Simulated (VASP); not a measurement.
Set up this calculation in VASP 6.6.1, as the native input.

```yaml
Task: density of states
Functional: PBE
Potentials_or_basis: VASP PAW PBE potentials, release 64 (Al, Ga_d, N)
Cutoff: 520 eV
k_mesh: 12 × 12 × 4
Occupations: gaussian, width 0.1 eV
Spin: no spin polarisation
k_mesh_for_the_DOS: 18 × 18 × 6
Occupations_for_the_DOS: tetrahedron
Further_INCAR_settings: ALGO = Fast; EDIFF = 1e-06; NBANDS = 35
```

The system is AlGa3N2.

```
Al Ga N
1.0
     3.17256    0.00000    0.00000
    -1.58628    2.74752    0.00000
     0.00000    0.00000    9.47270
Al Ga N
1 3 2
Direct
  0.00000 0.00000 0.00000
  0.66667 0.33333 0.70699
  0.33333 0.66667 0.29301
  0.00000 0.00000 0.50000
  0.66667 0.33333 0.89733
  0.33333 0.66667 0.10267
```

The cell was built by a generator and needn't be a form met in nature.

The input as run:

POSCAR

```
AlGa3N2                                 
1.0
    3.1725597352      0.0000000001     -0.0000000000
   -1.5862798624      2.7475173236      0.0000000000
   -0.0000000000     -0.0000000000      9.4727031242
  Al              Ga              N             
     1     3     2
Direct
     1.0000000000000000    0.0000000000000000    1.0000000000000000
     0.6666666699999979    0.3333333300000021    0.7069878784006706
     0.3333333300000021    0.6666666699999979    0.2930121215993294
     1.0000000000000000    0.0000000000000000    0.5000000000000000
     0.6666666699999979    0.3333333300000021    0.8973261104447928
     0.3333333300000021    0.6666666699999979    0.1026738895552001
```

INCAR.step1

```
PREC     = Accurate       # precision mode
ENCUT    = 520            # plane-wave cutoff, eV
EDIFF    = 1E-6           # SCF threshold, eV
ISMEAR   = 0              # smearing method
SIGMA    = 0.1            # smearing width, eV
LREAL    = False          # projectors in reciprocal space
LASPH    = True           # aspherical terms in the spheres
NELM     = 80             # most SCF steps
ALGO     = Fast           # electronic algorithm
ISIF     = 2              # what is computed and relaxed
LWAVE    = False          # write WAVECAR
LCHARG   = True           # write CHGCAR
GGA      = PE             # functional
NBANDS   = 35             # bands
KPAR     = 4
```

KPOINTS.step1

```
Automatic mesh
0
Gamma
  12 12 4
```

INCAR.step2

```
PREC     = Accurate       # precision mode
ENCUT    = 520            # plane-wave cutoff, eV
EDIFF    = 1E-6           # SCF threshold, eV
ISMEAR   = -5             # smearing method
SIGMA    = 0.1            # smearing width, eV
LREAL    = False          # projectors in reciprocal space
LASPH    = True           # aspherical terms in the spheres
NELM     = 80             # most SCF steps
ALGO     = Fast           # electronic algorithm
ISIF     = 2              # what is computed and relaxed
LWAVE    = False          # write WAVECAR
LCHARG   = False          # write CHGCAR
GGA      = PE             # functional
LORBIT   = 11             # projections on sites
NBANDS   = 35             # bands
KPAR     = 4            
NEDOS    = 2001           # points of the DOS
ICHARG   = 11             # starting density
```

KPOINTS.step2

```
Automatic mesh
0
Gamma
  18 18 6
```

Potentials or basis: VASP PAW PBE potentials, release 64 (Al, Ga_d, N).

The run is started by

```sh
$ cat potpaw_PBE.64/Al/POTCAR potpaw_PBE.64/Ga_d/POTCAR potpaw_PBE.64/N/POTCAR > POTCAR
$ cp INCAR.step1 INCAR
$ cp KPOINTS.step1 KPOINTS
$ mpirun -np 4 vasp_std > vasp.out
$ cp INCAR.step2 INCAR
$ cp KPOINTS.step2 KPOINTS
$ mpirun -np 4 vasp_std > vasp.out
```

It gave:

| Quantity | Value |
| --- | --- |
| Valence electrons inside the program's atomic spheres | Al 0.66; Ga 11.73, 11.61; N 3.72 |

Run time: 2.1 min on 4 MPI ranks on AMD EPYC 9R45 (Zen 5), with other jobs on the host, peak memory 0.51 GiB a rank.
